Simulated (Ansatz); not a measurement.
Runs of Ansatz 0.2.0 on Cu. Symmetry: Fm-3m, No. 225, cubic system. Conventional cell: a = 3.615 Å, b = 3.615 Å, c = 3.615 Å, α = 90.00°, β = 90.00°, γ = 90.00°. Cu (site symmetry m-3m) is surrounded by 12 Cu at 2.56 Å. 

```csv
task,level,potentials or basis,cell,k mesh,cutoff (eV),smearing,phonon path,basis error allowed,mesh quality,gap on the mesh (eV),pressure (GPa),relaxed volume (Å³/atom)
band structure,RPBE,"all-electron LAPW, scalar-relativistic",as given,13 × 13 × 13,295,fermi-dirac 0.05 eV,-,0.001 eV/atom,not flagged,-,6.6,-
single point,PBE,"all-electron LAPW, scalar-relativistic",as given,13 × 13 × 13,295,gaussian 0.015 eV,-,0.001 eV/atom,not flagged,none,1.7,-
band structure,PBEsol,all-electron PAW datasets made for the crystal,as given,13 × 13 × 13,300,fermi-dirac 0.05 eV,-,-,not flagged,-,-6.6,-
single point,PBE,"all-electron LAPW, scalar-relativistic",as given,13 × 13 × 13,295,gaussian 0.028 eV,-,0.001 eV/atom,not flagged,none,(a),-
single point,PBE,"all-electron LAPW, scalar-relativistic",as given,6 × 6 × 6,260,fermi-dirac 0.04 eV,-,0.003 eV/atom,coarse,none,2.9,-
single point,PBE,"all-electron LAPW, scalar-relativistic",as given,5 × 5 × 5,272,fermi-dirac 0.04 eV,-,0.002 eV/atom,coarse,none,1.0,-
relaxation of cell and atoms,PBE+D3(BJ),"all-electron LAPW, scalar-relativistic",relaxed,13 × 13 × 13,-,fermi-dirac 0.05 eV,-,0.001 eV/atom,not flagged,-,0.0,11.30
relaxation of cell and atoms,RPBE,"all-electron LAPW, scalar-relativistic",relaxed,13 × 13 × 13,-,fermi-dirac 0.05 eV,-,0.001 eV/atom,not flagged,-,0.0,(b)
relaxation of cell and atoms,PBEsol+D4,"all-electron LAPW, scalar-relativistic",relaxed,13 × 13 × 13,-,fermi-dirac 0.05 eV,-,0.001 eV/atom,not flagged,-,0.0,11.03
relaxation of cell and atoms,PBE,"all-electron LAPW, scalar-relativistic",relaxed,13 × 13 × 13,-,fermi-dirac 0.05 eV,-,0.001 eV/atom,not flagged,-,0.0,11.94
relaxation of cell and atoms,BLYP,"all-electron LAPW, scalar-relativistic",relaxed,13 × 13 × 13,-,fermi-dirac 0.05 eV,-,0.001 eV/atom,not flagged,-,0.0,12.66
```

Alike in all rows: no spin polarisation.

Question: Estimate the missing entries.

Answer: (a) 1.6; (b) 12.38.

Caveats: some runs use coarse meshes; the program warned that the printed levels may be off, so bands, gaps and densities of states are rough (some runs).

A k mesh can miss the band edges.

A gap of «none» marks a metal or a gap under the smearing width.

Not every run made on this cell is shown here.
